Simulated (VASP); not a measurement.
A run of VASP 6.6.1 is set up as follows.

Contents of INCAR:

```
SYSTEM = Cd
PREC = Accurate
ENCUT = 550
EDIFF = 1E-6
ISMEAR = 2
SIGMA = 0.02
LREAL = .False.
LASPH = .True.
NELM = 100
ALGO = Normal
ISIF = 2
LWAVE = .False.
LCHARG = .False.
GGA = RP
IVDW = 11
IBRION = 2
NSW = 60
EDIFFG = -0.01
```

Cd.cif

```cif
data_Cd
_cell_length_a 2.97887000
_cell_length_b 2.97887000
_cell_length_c 5.61765000
_cell_angle_alpha 90.00000000
_cell_angle_beta 90.00000000
_cell_angle_gamma 120.00000000
_space_group_name_H-M_alt 'P-1'
_space_group_name_Hall '-P 1'
_space_group_IT_number 2
loop_
_space_group_symop_operation_xyz
'x,y,z'
'-x,-y,-z'
loop_
_atom_site_label
_atom_site_type_symbol
_atom_site_symmetry_multiplicity
_atom_site_Wyckoff_symbol
_atom_site_fract_x
_atom_site_fract_y
_atom_site_fract_z
_atom_site_occupancy
Cd1 Cd 2 i 0.1669265000 0.3296905000 0.7503060000 1
```

The input KPOINTS:

```
Automatic mesh
0
Gamma
  10 10 5
  0 0 0
```

POSCAR

```
Cd
 1.0000000000000000
     2.9788700000000001    0.0000000000000000    0.0000000000000000
    -1.4894349999999994    2.5797770945713512    0.0000000000000000
     0.0000000000000000    0.0000000000000000    5.6176500000000003
 Cd 
   2
Cartesian
  0.0061997731875002  0.8505280001977761  4.2149565009000005
  1.4832352268125006  1.7292490943735752  1.4026934991000000
```

Potentials or basis: VASP PAW PBE potentials, release 64 (Cd_GW).

The run is started by

```sh
$ ase convert -i cif -o vasp Cd.cif POSCAR
$ cat potpaw_PBE.64/Cd_GW/POTCAR > POTCAR
$ mpirun -np 1 vasp_std > vasp.out
```

Question: What does it give for the dispersion energy per atom?

Answer: -0.559 eV.

Question: What does it give for the band gap on the k mesh?

Answer: None (metal or under the smearing width).

Final structure:
```cif
data_structure
_symmetry_space_group_name_H-M 'P 1'
_symmetry_Int_Tables_number 1
_cell_length_a 2.9789
_cell_length_b 2.9789
_cell_length_c 5.6177
_cell_angle_alpha 90.000
_cell_angle_beta 90.000
_cell_angle_gamma 120.000
_cell_volume 43.17
loop_
_atom_site_label
_atom_site_type_symbol
_atom_site_fract_x
_atom_site_fract_y
_atom_site_fract_z
_atom_site_occupancy
Cd1 Cd 0.16693 0.32969 0.75031 1
Cd2 Cd 0.83307 0.67031 0.24969 1
```

Caveat: the relaxation stopped at its first step, so nothing moved.
